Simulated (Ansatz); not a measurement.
# I: the cost of one run

Method: DFT PBE, scalar-relativistic, plane waves, PAW, in Ansatz 0.2.0.

## 1. Starting point

It takes space group I4/mmm (No. 139, tetragonal). Conventional cell: a = 3.235 Å, b = 3.235 Å, c = 8.530 Å, α = 90.00°, β = 90.00°, γ = 90.00°. Around I (site symmetry 4/mmm) lie 4 I at 3.23 Å.

Coordinates:

```
CELL_PARAMETERS angstrom
-1.61746 1.61746 4.26481
1.61746 -1.61746 4.26481
1.61746 1.61746 -4.26481
ATOMIC_POSITIONS crystal
I 0.00000 0.00000 0.00000
```

The structure comes from the Materials Project (structure only).

## 2. Random moves and strain, cell strained

The change: strain xx, yy, zz, yz, xz, xy = +3.2, -0.7, +1.4, -1.3, -0.8, +0.2 %.

Input file input.yaml:

```yaml
crystal:
  lattice:
    - [-1.6990627056, 1.5469239505, 4.3150134508]
    - [1.6345788086, -1.6599413625, 4.3334201001]
    - [1.7048531981, 1.665731855, -4.3578760348]
  atoms:
    - { symbol: I, position: [0.0, 0.0, 0.0] }
basis:
  ecutwfc: 420
kpoints:
  mp_grid: { grid: [12, 12, 16] }
hamiltonian:
  xc: pbe
scf:
  occupations: { method: gaussian, width: 0.1 }
output:
  forces: true
  stress: true
  eigenvalues: true
  populations: true
```

Started as:

```bash
ansatz run input.yaml --threads 1 --pin off --max-ram 1331MiB --backend cpu --events-out ev --progress --plain --runs-dir out
```

**Question.** How long does this run take on 1 thread of Arm Neoverse N1, shared host, and how much memory does it need?

About 74 s, with a peak of 0.81 GiB.
